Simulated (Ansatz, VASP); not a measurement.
One calculation of N, two programs

The input INCAR:

```
PREC     = Accurate       # precision mode
ENCUT    = 520            # plane-wave cutoff, eV
EDIFF    = 1E-7           # SCF threshold, eV
ISMEAR   = -1             # smearing method
SIGMA    = 0.1            # smearing width, eV
LREAL    = False          # projectors in reciprocal space
LASPH    = True           # aspherical terms in the spheres
NELM     = 100            # most SCF steps
ALGO     = Normal         # electronic algorithm
ISIF     = 2              # what is computed and relaxed
LWAVE    = False          # write WAVECAR
LCHARG   = True           # write CHGCAR
GGA      = PE             # functional
LELF     = True           # ELF
LVHAR    = True         
NBANDS   = 30             # bands
```

The input KPOINTS:

```
Automatic mesh
0
Gamma
  5 5 5
```

File POSCAR:

```
N
1.0
    5.6440000000      0.0000000000      0.0000000000
    0.0000000000      5.6440000000      0.0000000000
    0.0000000000      0.0000000000      5.6440000000
N
8
Direct
    0.0540000000      0.0540000000      0.0540000000
    0.4460000000      0.9460000000      0.5540000000
    0.5540000000      0.4460000000      0.9460000000
    0.9460000000      0.5540000000      0.4460000000
    0.9460000000      0.9460000000      0.9460000000
    0.5540000000      0.0540000000      0.4460000000
    0.4460000000      0.5540000000      0.0540000000
    0.0540000000      0.4460000000      0.5540000000
```

Input for Ansatz:

```yaml
crystal:
  lattice:
    - [5.644, 0.0, 0.0]
    - [0.0, 5.644, 0.0]
    - [0.0, 0.0, 5.644]
  atoms:
    - { symbol: "N", position: [0.054, 0.054, 0.054] }
    - { symbol: "N", position: [0.446, 0.946, 0.554] }
    - { symbol: "N", position: [0.554, 0.446, 0.946] }
    - { symbol: "N", position: [0.946, 0.554, 0.446] }
    - { symbol: "N", position: [0.946, 0.946, 0.946] }
    - { symbol: "N", position: [0.554, 0.054, 0.446] }
    - { symbol: "N", position: [0.446, 0.554, 0.054] }
    - { symbol: "N", position: [0.054, 0.446, 0.554] }
  symmetry: { tolerance: 0.0003 }
kpoints:
  mp_grid: { grid: [5, 5, 5], shift: [0, 0, 0] }
  band_path:
    path:
      - [0.0, 0.0, 0.0]
      - [0.0, 0.5, 0.0]
      - [0.5, 0.5, 0.0]
      - [0.0, 0.0, 0.0]
      - [0.5, 0.5, 0.5]
      - [0.0, 0.5, 0.0]
      - [0.5, 0.5, 0.5]
      - [0.5, 0.5, 0.0]
      - [0.5, 0.0, 0.0]
    npoints: 7
magnetization:
  spin_polarized: false
scf:
  occupations: { method: fermi_dirac }
  lower_state_search: "off"
  max_iter: 200
hamiltonian:
  pseudopotentials: { kind: paw }
  xc: pbe
basis:
  ecutwfc: 420
  fft_grid_basis: typed
output:
  forces: true
  stress: true
  eigenvalues: true
  bader: true
  populations: true
  elf: true
  write_potential: true
  volumetric_format: npy
  dos:
    e_range: [-12, 8]
    de: 0.05
    projected: { site_lists: { "N": ["N"] } }
checkpoint:
  read: saved_state
```

Alike in both runs: task single point; functional PBE; k mesh 5 × 5 × 5; no spin polarisation.

```csv
,VASP,Ansatz
version,VASP 6.6.1,Ansatz 0.2.0
potentials or method,"VASP PAW PBE potentials, release 64 (N)",PAW plane waves
plane-wave cutoff (eV),520,420
occupations,"fermi-dirac, width 0.1 eV",fermi-dirac
valence electrons in the cell,40,40
```

|  | VASP | Ansatz | Ansatz less VASP |
| --- | --- | --- | --- |
| gap on the k mesh at the Fermi level (eV) | 7.86 | 7.91 | +0.055 |
| pressure (GPa) | 13.5 | 10.0 | -3.50 |
| rms of the force components (eV/Å) | 6.183 | 4.390 | -1.7932 |

Atom by atom the forces differ by 1.793 eV/Å (rms over components). One of these differences is far larger than is usual between the two programs; its cause wasn't traced.

Caveats: the standard files for N, O and F lose accuracy on very short bonds; an odd mesh through Γ misses points on the zone boundary, where band edges often lie; forces of over 1 eV/Å show positions far from the minimum, so gaps and moduli don't describe the material at rest.
